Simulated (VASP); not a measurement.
# MgB2 (Fd-3m) in VASP: a series of runs, part 2 of 2

VASP 6.6.1. Earlier steps stand in the parts before.

### Step 5. Relaxation of cell and atoms, PBEsol+D3(BJ)

The input, INCAR:

```
PREC = Accurate
ENCUT = 600
EDIFF = 1E-6
ISMEAR = -1
SIGMA = 0.05
LREAL = F
LASPH = T
NELM = 60
ALGO = Normal
ISIF = 3
LWAVE = F
LCHARG = F
GGA = PS
IVDW = 12
IBRION = 2
NSW = 60
EDIFFG = -0.005
```

The input, KPOINTS:

```
Automatic mesh
0
Gamma
  6 6 6
```

The input, POSCAR:

```
MgB2
1.0
    0.0000000000      2.9936400000      2.9936400000
    2.9936400000      0.0000000000      2.9936400000
    2.9936400000      2.9936400000      0.0000000000
Mg B
2 4
Direct
    0.0000000000      0.0000000000      0.0000000000
    0.2500000000      0.2500000000      0.2500000000
    0.6250000000      0.1250000000      0.6250000000
    0.6250000000      0.6250000000      0.1250000000
    0.1250000000      0.6250000000      0.6250000000
    0.6250000000      0.6250000000      0.6250000000
```

Potentials or basis: VASP PAW PBE potentials, release 64 (Mg, B).

Run with:

```bash
$ cat potpaw_PBE.64/Mg/POTCAR potpaw_PBE.64/B/POTCAR > POTCAR
$ mpirun -np 1 vasp_std > vasp.out
```

OUTCAR:

```text
PREC = Accurate
   ENCUT = 600
   EDIFF = 1E-6
   ISMEAR = -1
   LREAL = F
   LASPH = T
   NELM = 60
   ISIF = 3
   GGA = PS
   IVDW = 12
   IBRION = 2
   NSW = 60
   EDIFFG = -0.005
 IVDW          = 12

 ion  position               nearest neighbor table
   1  0.000  0.000  0.000-   3 2.48   4 2.48   6 2.48   4 2.48   5 2.48   6 2.48   3 2.48   5 2.48
                             6 2.48   3 2.48   4 2.48   5 2.48   2 2.59   2 2.59   2 2.59   2 2.59
   2  0.250  0.250  0.250-   3 2.48   5 2.48   6 2.48   4 2.48   5 2.48   6 2.48   3 2.48   4 2.48
                             6 2.48   3 2.48   4 2.48   5 2.48   1 2.59   1 2.59   1 2.59   1 2.59
   3  0.625  0.125  0.625-   6 2.12   4 2.12   4 2.12   5 2.12   6 2.12   5 2.12   1 2.48   2 2.48
                             1 2.48   2 2.48   1 2.48   2 2.48
   4  0.625  0.625  0.125-   6 2.12   3 2.12   5 2.12   6 2.12   3 2.12   5 2.12   1 2.48   2 2.48
                             1 2.48   2 2.48   1 2.48   2 2.48
   5  0.125  0.625  0.625-   6 2.12   4 2.12   3 2.12   3 2.12   4 2.12   6 2.12   2 2.48   1 2.48
                             2 2.48   1 2.48   1 2.48   2 2.48
[... 195 lines left out ...]
 E8    (eV) :    -0.9297
[... 79 lines left out ...]
--------------------------------------- Ionic step        3  -------------------------------------------

 number of electron      16.0000000 magnetization

 Free energy of the ion-electron system (eV)
  ---------------------------------------------------
  ext. energy  EPLUGINS =         0.00000000
  ---------------------------------------------------
  free energy    TOTEN  =       -27.22583526 eV

  energy without entropy =      -27.21048306  energy(sigma->0) =      -27.21815916

 E-fermi :   7.4789     XC(G=0): -11.7013

 val. band max:        7.3418392546   @ k =  -0.3333   0.1667   0.0000
 cond. band min:       7.5467374114   @ k =   0.5000   0.3333   0.1667
 fundamental gap:      0.2048981568
 Fermi energy:         7.4789259465

 k-point     1 :       0.0000    0.0000    0.0000
  band No.  band energies     occupation
      1      -7.0643      2.00000
      2       0.2180      2.00000
      3       2.6060      2.00000
      4       2.6060      2.00000
      5       2.6060      2.00000
      6       5.0091      2.00000
      7       5.0091      2.00000
      8       5.0091      2.00000
      9       5.4284      2.00000
     10       5.4284      2.00000
     11       9.1016      0.00000
     12      11.7000      0.00000
[... 260 lines left out ...]
  FREE ENERGIE OF THE ION-ELECTRON SYSTEM (eV)
  ---------------------------------------------------
  free  energy   TOTEN  =       -28.8313255759 eV

  energy  without entropy=      -28.8159733710  energy(sigma->0) =      -28.82364947

 reached required accuracy - stopping structural energy minimisation
```

OSZICAR:

```text
N       E                     dE             d eps       ncg     rms          rms(c)
DAV:   1     0.398976252864E+02    0.39898E+02   -0.77048E+03   384   0.131E+03
DAV:   2    -0.247917832887E+02   -0.64689E+02   -0.60320E+02   520   0.191E+02
DAV:   3    -0.279206705202E+02   -0.31289E+01   -0.29559E+01   488   0.402E+01
[... 19 lines left out ...]
DAV:   1    -0.272263027867E+02   -0.21406E-01   -0.34383E-02   384   0.205E+00    0.121E-01
DAV:   2    -0.272259340607E+02    0.36873E-03   -0.64964E-04   464   0.190E-01    0.615E-02
DAV:   3    -0.272258417767E+02    0.92284E-04   -0.26708E-04   440   0.105E-01    0.131E-02
DAV:   4    -0.272258355641E+02    0.62127E-05   -0.12451E-05   432   0.245E-02    0.208E-03
DAV:   5    -0.272258352609E+02    0.30323E-06   -0.72422E-07   228   0.654E-03
   3 F= -.28831326E+02 E0= -.28823649E+02  d E =-.648037E-01
```

Wall time 24 s (1 thread of AMD EPYC 9R45 (Zen 5), shared host); peak memory 0.19 GiB.

Results:

```
Free energy                            : -28.8313 eV
Relaxed volume                         : 8.50 Å³/atom
Relaxed cell                           : a = 4.163 Å, b = 4.163 Å, c = 4.163 Å, α = 60.00°, β = 60.00°, γ = 60.00°
Space group after relaxing (to 0.05 Å) : Fd-3m (No. 227)
Energy gained by relaxing              : 10.8 meV/atom
Ionic steps                            : 3
Pressure after relaxing                : 0.0 GPa
Band gap on the k mesh                 : none (metal or under the smearing width)
Dispersion energy per atom             : -0.268 eV
```

The path:
```tsv
step	energy change (eV)	largest force (eV/Å)	pressure (GPa)	volume (Å³)
1	0.0000	0.0000	-7.54	53.66
2	-0.0616	0.0000	1.86	50.46
3	-0.0648	0.0000	0.02	51.01
```

Final structure:
```
Mg B
1.0
     0.00000    2.94359    2.94359
     2.94359    0.00000    2.94359
     2.94359    2.94359    0.00000
Mg B
2 4
Direct
  0.00000 0.00000 0.00000
  0.25000 0.25000 0.25000
  0.62500 0.12500 0.62500
  0.62500 0.62500 0.12500
  0.12500 0.62500 0.62500
  0.62500 0.62500 0.62500
```

Caveat: the PAW data sets were made with another functional, which shifts forces and pressure a little; pairwise dispersion overbinds metals, which lowers pressure and volume.

### Step 6. Relaxation of cell and atoms, PBEsol+D4

Changes to INCAR since step 5:

```diff
@@ -13,3 +13,3 @@
 GGA = PS
-IVDW = 12
+IVDW = 13
 IBRION = 2
```

KPOINTS is that of step 5.

POSCAR is that of step 5.

Potentials or basis: VASP PAW PBE potentials, release 64 (Mg, B).

Run with:

```bash
$ cat potpaw_PBE.64/Mg/POTCAR potpaw_PBE.64/B/POTCAR > POTCAR
$ mpirun -np 1 vasp_std > vasp.out
```

Run time: 27 s. Hardware: 1 thread of AMD EPYC 9R45 (Zen 5), shared host; peak memory 0.18 GiB.

The run converged. Its results:

| Property | Result |
| --- | --- |
| Free energy | -28.0672 eV |
| Relaxed volume | 8.62 Å³/atom |
| Relaxed cell | a = 4.182 Å, b = 4.182 Å, c = 4.182 Å, α = 60.00°, β = 60.00°, γ = 60.00° |
| Space group after relaxing (to 0.05 Å) | Fd-3m (No. 227) |
| Energy gained by relaxing | 5.7 meV/atom |
| Ionic steps | 3 |
| Pressure after relaxing | 0.0 GPa |
| Band gap on the k mesh | none (metal or under the smearing width) |
| Dispersion energy per atom | -0.137 eV |

The path:
```csv
step,energy change (eV),largest force (eV/Å),pressure (GPa),volume (Å³)
1,0.0000,0.0000,-5.51,53.66
2,-0.0328,0.0000,1.31,51.30
3,-0.0344,0.0000,0.01,51.71
```

Final structure:
```
Mg B
1.0
     0.00000    2.95706    2.95706
     2.95706    0.00000    2.95706
     2.95706    2.95706    0.00000
Mg B
2 4
Direct
  0.00000 0.00000 0.00000
  0.25000 0.25000 0.25000
  0.62500 0.12500 0.62500
  0.62500 0.62500 0.12500
  0.12500 0.62500 0.62500
  0.62500 0.62500 0.62500
```

Levels at points of the mesh, in eV from the Fermi level:
| k point | band 5 | band 6 | band 7 | band 8 | band 9 | band 10 | band 11 | band 12 |
| --- | --- | --- | --- | --- | --- | --- | --- | --- |
| (0.00, 0.00, 0.00) | -4.81 | -2.49 | -2.49 | -2.49 | -2.01 | -2.01 | 1.57 | 4.17 |
| (0.50, 0.00, 0.00) | -4.93 | -4.23 | -4.23 | 1.40 | 1.40 | 1.46 | 3.68 | 3.96 |
| (0.50, 0.50, 0.00) | -6.17 | -6.17 | 1.81 | 1.81 | 2.19 | 2.19 | 3.48 | 3.48 |

Caveat: the PAW data sets were made with another functional, which shifts forces and pressure a little; pairwise dispersion overbinds metals, which lowers pressure and volume.

### Step 7. The reference run

An earlier run on the cell as given: functional PBE; potentials or basis VASP PAW PBE potentials, release 64 (Mg, B); cutoff 520 eV; k mesh 8 × 8 × 8; occupations fermi-dirac, width 0.05 eV; no spin polarisation.

- Pressure: 0.1 GPa
- Band gap on the k mesh: none (metal or under the smearing width)

### Step 8. Summary

| task | level | potentials or basis | cell | k mesh | cutoff (eV) | smearing | optimiser | gap on the mesh (eV) | pressure (GPa) | relaxed volume (Å³/atom) |
| --- | --- | --- | --- | --- | --- | --- | --- | --- | --- | --- |
| relaxation of the atoms | optPBE-vdW | VASP PAW PBE potentials, release 64 (Mg, B_s) | atoms relaxed | 8 × 8 × 8 | 400 | fermi-dirac 0.1 eV | vasp | none | 1.7 | - |
| relaxation of cell and atoms | PBEsol | VASP PAW PBE potentials, release 64 (Mg, B) | relaxed | 6 × 6 × 6 | 600 | fermi-dirac 0.05 eV | - | none | 0.0 | 8.77 |
| relaxation of cell and atoms | PBEsol+D3 | VASP PAW PBE potentials, release 64 (Mg, B) | relaxed | 6 × 6 × 6 | 600 | fermi-dirac 0.05 eV | - | none | 0.0 | 8.51 |
| relaxation of cell and atoms | PBEsol+D3(BJ) | VASP PAW PBE potentials, release 64 (Mg, B) | relaxed | 6 × 6 × 6 | 600 | fermi-dirac 0.05 eV | - | none | 0.0 | 8.50 |
| relaxation of cell and atoms | PBEsol+D4 | VASP PAW PBE potentials, release 64 (Mg, B) | relaxed | 6 × 6 × 6 | 600 | fermi-dirac 0.05 eV | - | none | 0.0 | 8.62 |
| single point | PBE | VASP PAW PBE potentials, release 64 (Mg, B) | as given | 8 × 8 × 8 | 520 | fermi-dirac 0.05 eV | - | none | 0.1 | - |

Alike in all rows: no spin polarisation.

Caveats: the PAW data sets were made with another functional, which shifts forces and pressure a little (some runs); pairwise dispersion overbinds metals, which lowers pressure and volume (some runs); the relaxation stopped at its first step, so nothing moved (some runs).

Total energies depend on the potentials used, so only differences within one code and one set of settings carry meaning.
